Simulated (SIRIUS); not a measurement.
# Zn (Im-3m) in SIRIUS: reference runs, part 2 of 2

SIRIUS 7.12.0.

## (8) Single point, PBEsol, 16.38 Å³/atom (volume scaled by 1.06)

sirius.json reads:

```json
{
  "control": {
    "processing_unit": "cpu",
    "verbosity": 2,
    "num_bands_to_print": 17,
    "print_forces": true,
    "print_stress": true
  },
  "parameters": {
    "electronic_structure_method": "pseudopotential",
    "xc_functionals": ["XC_GGA_X_PBE_SOL", "XC_GGA_C_PBE_SOL"],
    "gk_cutoff": 9.2,
    "pw_cutoff": 18.4,
    "ngridk": [12, 12, 12],
    "shiftk": [0, 0, 0],
    "smearing": "fermi_dirac",
    "smearing_width": 0.0018374661,
    "num_bands": 17,
    "num_mag_dims": 0,
    "num_dft_iter": 100,
    "energy_tol": 1e-08,
    "density_tol": 1e-06
  },
  "iterative_solver": {
    "type": "davidson",
    "min_tolerance": 1e-10
  },
  "mixer": {
    "type": "anderson",
    "beta": 0.7,
    "max_history": 8
  },
  "settings": {
    "tol_ne": 1e-10,
    "pseudo_grid_cutoff": 6.5
  },
  "unit_cell": {
    "lattice_vectors": [
      [-3.02320321272, 3.02320321272, 3.02320321272],
      [3.02320321272, -3.02320321272, 3.02320321272],
      [3.02320321272, 3.02320321272, -3.02320321272]
    ],
    "atom_coordinate_units": "lattice",
    "atom_types": ["Zn"],
    "atom_files": {
      "Zn": "Zn.json"
    },
    "atoms": {
      "Zn": [
        [0.0, 0.0, 0.0]
      ]
    }
  }
}
```

Potentials or basis: PseudoDojo 0.4.1 PBEsol standard (scalar relativistic).

Started as:

```
$ upf_to_json Zn.upf
$ OMP_NUM_THREADS=1 sirius.scf --input=sirius.json --output=out.json --task=0
```

Log:

```text
[info] SIRIUS version : 7.12.0
[info] number of MPI ranks           : 1
[info] MPI grid                      : 1 1
[info] maximum number of OMP threads : 1
[fft] FFT context for density and potential
[fft] =====================================
[fft]   comm size                             : 1
[fft]   plane wave cutoff                     : 18.4
[fft]   grid size                             : 36 36 36   total : 46656
[fft]   grid limits                           : -17 18   -17 18   -17 18
[fft]   number of G-vectors within the cutoff : 5769
[fft]   local number of G-vectors             : 5769
[fft]   number of G-shells                    : 323
[fft] FFT context for coarse grid
[fft] =====================================
[fft]   comm size                             : 1
[fft]   plane wave cutoff                     : 18.4
[fft]   grid size                             : 36 36 36   total : 46656
[fft]   grid limits                           : -17 18   -17 18   -17 18
[fft]   number of G-vectors within the cutoff : 5769
[fft]   local number of G-vectors             : 5769
[fft]   number of G-shells                    : 323
[unit cell] lattice vectors
[unit cell]   a1 :      -3.0232032127      3.0232032127      3.0232032127
[unit cell]   a2 :       3.0232032127     -3.0232032127      3.0232032127
[unit cell]   a3 :       3.0232032127      3.0232032127     -3.0232032127
[unit cell] reciprocal lattice vectors
[unit cell]   b1 :       0.0000000000      1.0391602656      1.0391602656
[unit cell]   b2 :       1.0391602656      0.0000000000      1.0391602656
[unit cell]   b3 :       1.0391602656      1.0391602656      0.0000000000
[unit cell] unit cell volume :       110.52537895 [a.u.^3]
[unit cell] 1/sqrt(omega)    :         0.09511938
[unit cell] MT volume        :         0.00000000 ( 0.00%)
[unit cell] IT volume        :       110.52537895 (100.00%)
[unit cell] number of atom types : 1
[unit cell] type id : 0 symbol : Zn mt_radius :  13.110000 num_atoms : 1
[unit cell] total number of atoms : 1
[unit cell] number of symmetry classes : 1
[unit cell] number of PAW atoms : 0
[unit cell] atom id  type id  class id             position                      vector_field
[... 290 lines left out ...]
[find] one-electron contribution      :    -137.70814801 (Ha),    -275.41629603 (Ry)
[find] hartree contribution           :      71.39279876
[find] xc contribution                :     -22.21866157
[find] ewald contribution             :    -120.37673929
[find] PAW contribution               :       0.00000000
[find] smearing (-TS)                 :      -0.00011279
[find] SCF correction                 :       0.00000464
[find] Total energy                   :    -208.91074547 (Ha),    -417.82149093 (Ry)
[find] Free energy (E-TS)             :    -208.91085825 (Ha),    -417.82171651 (Ry)
[find] band gap (eV)                  :       0.00000000
[find] Efermi                         :       0.49455523
[find] iteration : 11, RMS (target) : 3.2579e-07 (1.0000e-06) , energy difference (target) : 1.8352e-10 (1.0000e-08)
[find] bands are converged : true
[find] iterative solver converged : false
[find] converged after 12 SCF iterations!
[find] Charges and magnetic moments
[find] --------------------------------------------------------------------------------
[find] total charge          : 20.000000
[find] Energy
[find] --------------------------------------------------------------------------------
[find] valence_eval_sum               :     -20.05280045
[find] <rho|V^{XC}>                   :     -25.13024996
[find] <rho|E^{XC}>                   :     -22.21866157
[find] <mag|B^{XC}>                   :       0.00000000
[find] <rho|V^{H}>                    :     142.78559752
[find] one-electron contribution      :    -137.70814801 (Ha),    -275.41629603 (Ry)
[find] hartree contribution           :      71.39279876
[find] xc contribution                :     -22.21866157
[find] ewald contribution             :    -120.37673929
[find] PAW contribution               :       0.00000000
[find] smearing (-TS)                 :      -0.00011279
[find] SCF correction                 :       0.00000464
[find] Total energy                   :    -208.91074547 (Ha),    -417.82149093 (Ry)
[find] Free energy (E-TS)             :    -208.91085825 (Ha),    -417.82171651 (Ry)
[find] band gap (eV)                  :       0.00000000
[find] Efermi                         :       0.49455523
[ground_state] === stress tensor components [kbar] ===
[ground_state] === stress_kin ===
[ground_state] -163504.218386    0.000000   -0.000000
[ground_state]     0.000000-163504.218386   -0.000000
[ground_state]    -0.000000   -0.000000-163504.218386
[ground_state] === stress_har ===
[ground_state] -63347.392906    0.000000   -0.000000
[ground_state]     0.000000-63347.392906    0.000000
[ground_state]    -0.000000    0.000000-63347.392906
[ground_state] === stress_ewald ===
[ground_state] 106811.229321    0.000000    0.000000
[ground_state]     0.000000106811.229321   -0.000000
[ground_state]     0.000000   -0.000000106811.229321
[ground_state] === stress_vloc ===
[ground_state] 15284.399406    0.000000   -0.000000
[ground_state]     0.00000015284.399406   -0.000000
[ground_state]    -0.000000   -0.00000015284.399406
[ground_state] === stress_xc ===
[ground_state]  8108.451834    0.000000    0.000000
[ground_state]     0.000000 8108.451834   -0.000000
[ground_state]     0.000000   -0.000000 8108.451834
[ground_state] === stress_core ===
[ground_state]  9955.019149   -0.000000    0.000000
[ground_state]    -0.000000 9955.019149   -0.000000
[ground_state]     0.000000   -0.000000 9955.019149
[ground_state] === stress_nonloc ===
[ground_state] 86770.297174    0.000000    0.000000
[ground_state]     0.00000086770.297174   -0.000000
[ground_state]     0.000000   -0.00000086770.297174
[ground_state] === stress_us_nl ===
[ground_state] 86770.297174    0.000000    0.000000
[ground_state]     0.00000086770.297174   -0.000000
[ground_state]     0.000000   -0.00000086770.297174
[ground_state] === stress_total ===
[ground_state]    77.785593    0.000000   -0.000000
[ground_state]     0.000000   77.785593   -0.000000
[ground_state]    -0.000000   -0.000000   77.785593
[ground_state] ==== total Forces in Ha/bohr =====
[ground_state] atom:    0, force:       0.0000000      0.0000000      0.0000000
[... 8 lines left out ...]
[ground_state] ==== Ewald forces from ions =====
[ground_state] atom:    0, force:       0.0000000      0.0000000      0.0000000
[~DFT_ground_state] local op. applied: 30751
[~DFT_ground_state] evp. work count: 7201.46
[~DFT_ground_state] number of iterative solver steps: 1522
```

It took 18 s on 1 thread of Intel Xeon 6975P-C (Granite Rapids), shared host; peak memory 0.22 GiB.

What came out:

| Item | Value |
| --- | --- |
| Free energy | -5684.7541 eV |
| Pressure | -7.8 GPa |
| Band gap on the k mesh | none (metal or under the smearing width) |

## (9) Equation of state, PBEsol

Potentials or basis: PseudoDojo 0.4.1 PBEsol standard (scalar relativistic).

This step only gathers the single runs of the series.

What came out:

- Equilibrium volume: 14.22 Å³/atom (rough: see the caveat)
- Bulk modulus: 78 GPa (rough)

Energy against volume, from the lowest point:
| volume (Å³/atom) | energy (meV/atom) |
| --- | --- |
| 14.524 | 0.00 |
| 14.833 | 4.43 |
| 15.142 | 11.39 |
| 15.451 | 20.57 |
| 15.760 | 31.72 |
| 16.069 | 44.57 |
| 16.378 | 58.91 |

Caveat: the minimum lies outside the volumes run.
